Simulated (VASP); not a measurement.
A run of VASP 6.6.1 is set up as follows.

Contents of INCAR:

```
PREC = Accurate ; ENCUT = 600
EDIFF = 1E-7 ; ISMEAR = -1
SIGMA = 0.05 ; LREAL = F
LASPH = T ; NELM = 80
ALGO = Fast ; ISIF = 3
LWAVE = F ; LCHARG = F
GGA = CX ; LUSE_VDW = T
AGGAC = 0.0 ; IBRION = 2
NSW = 60 ; EDIFFG = -0.005
```

Contents of KPOINTS:

```
Automatic mesh
0
Gamma
  8 8 8
```

File POSCAR:

```
InPd
1.0
    0.0000000000      2.7460700000      2.7460700000
    2.7460700000      0.0000000000      2.7460700000
    2.7460700000      2.7460700000      0.0000000000
In Pd
1 1
Direct
    0.0000000000      0.0000000000      0.0000000000
    0.5000000000      0.5000000000      0.5000000000
```

Potentials or basis: VASP PAW PBE potentials, release 64 (In_d, Pd).

The run is started by

```bash
$ cat potpaw_PBE.64/In_d/POTCAR potpaw_PBE.64/Pd/POTCAR > POTCAR
$ mpirun -np 1 vasp_std > vasp.out
```

Predict the relaxed volume.

19.76 Å³/atom.

What does it give for the relaxed cell?

a = 3.823 Å, b = 3.823 Å, c = 3.823 Å, α = 60.00°, β = 60.00°, γ = 60.00°.

What does it give for the band gap on the k mesh?

None (metal or under the smearing width).

Final structure:
```xyz
2
Lattice="0.0000 2.7034 2.7034 2.7034 0.0000 2.7034 2.7034 2.7034 0.0000" Properties=species:S:1:pos:R:3 pbc="T T T"
In    5.4068    5.4068    5.4068
Pd    2.7034    2.7034    2.7034
```

Caveat: the PAW data sets were made with another functional, which shifts forces and pressure a little.
